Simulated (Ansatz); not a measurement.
# CdTe (rocksalt type): the cost of one run

Program: Ansatz 0.2.0. Level of theory: DFT, PBE, PAW with Ansatz's default frozen-core files, scalar-relativistic. These are calculated values, not measurements.

## (1) The starting structure

Symmetry: Fm-3m, No. 225, cubic system. Conventional cell: a = 5.796 Å, b = 5.796 Å, c = 5.796 Å, α = 90.00°, β = 90.00°, γ = 90.00°. Cd (site symmetry m-3m) is surrounded by 6 Te at 2.90 Å. Te (site symmetry m-3m) is surrounded by 6 Cd at 2.90 Å.

As a file:

```
CELL_PARAMETERS angstrom
0.00000 2.89816 2.89816
2.89816 0.00000 2.89816
2.89816 2.89816 0.00000
ATOMIC_POSITIONS crystal
Cd 0.00000 0.00000 0.00000
Te 0.50000 0.50000 0.50000
```

Atoms are numbered in the order of the input: Cd1, Te2.

## (2) Cell relaxed at zero pressure, PAW

Contents of input.yaml:

```yaml
crystal:
  lattice:
    - [0.0, 2.8981565878, 2.8981565878]
    - [2.8981565878, 0.0, 2.8981565878]
    - [2.8981565878, 2.8981565878, 0.0]
  atoms:
    - { symbol: Cd, position: [0.0, 0.0, 0.0] }
    - { symbol: Te, position: [0.5, 0.5, 0.5] }
kpoints:
  mp_grid: { grid: [12, 12, 12] }
scf:
  occupations: { method: fermi_dirac, width: 0.05 }
hamiltonian:
  xc: pbe
  pseudopotentials: { kind: paw }
output:
  forces: true
  stress: true
relax:
  f_tol: 0.005
  max_steps: 40
  cell: {}
```

The run is started by

```
$ ansatz run input.yaml --threads 1 --pin off --max-ram 3584MiB --backend cpu --events-out ev --progress --plain --runs-dir out
```

Q: Estimate wall time and peak memory on 1 thread of Arm Neoverse V1, shared host.

About 16 s, with a peak of 0.38 GiB.
